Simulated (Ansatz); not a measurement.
The parent structure is LaAlO3 (space group R-3c, No. 167; a = 5.413 Å, c = 13.193 Å (hexagonal axes)).

Perturbation: every lattice vector is shortened by 3.43 %; the atoms relax in the strained cell.

Method: Ansatz (a quantum-chemistry and plane-wave program) PBE, no spin-orbit coupling.

Base, band edges from the VBM (valence, conduction): Γ -0.05, 4.02; F 0.00, 4.51; S₂ -0.12, 4.51; S₀ -0.12, 4.51; L -0.23, 4.52; H₀ -0.49, 4.52; H₂ -0.49, 4.52; T -0.53, 4.59 eV.

Q: Give the band edges at the high-symmetry points of the new zone, measured from its valence-band maximum.

A: 
```csv
point,valence edge (eV),conduction edge (eV)
Γ,0.00,3.85
T,-0.50,4.82
H₂,-0.60,4.80
H₀,-0.60,4.80
L,-0.31,4.78
S₀,-0.18,4.80
S₂,-0.18,4.80
F,-0.04,4.79
```

The gap is 3.85 eV, direct at Γ.

No phonon test of stability was made.
